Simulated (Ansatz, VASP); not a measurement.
## TePb: VASP beside Ansatz

```
Pb Te
1.0
     0.00000    3.23100    3.23100
     3.23100    0.00000    3.23100
     3.23100    3.23100    0.00000
Pb Te
1 1
Direct
  0.00000 0.00000 0.00000
  0.50000 0.50000 0.50000
```

Alike in both runs: task single point; functional PBE; k mesh 7 × 7 × 7; occupations gaussian, width 0.011 eV; no spin polarisation.

```csv
,VASP,Ansatz
version,VASP 6.6.1,Ansatz 0.2.0
potentials or method,"VASP PAW PBE potentials, release 64 (Pb_d, Te)",Ansatz PAW
plane-wave cutoff (eV),520,420
valence electrons in the cell,20,30
```

```csv
,VASP,Ansatz,Ansatz less VASP
gap on the k mesh at the Fermi level (eV),1.01,1.01,-0.003
least direct gap on the mesh (eV),1.01,1.01,-0.003
pressure (GPa),2.1,2.1,+0.06
```

The two sets of potentials don't hold the same shells in valence.

The runs have no spin-orbit coupling, so splittings on Pb, Te are missing.
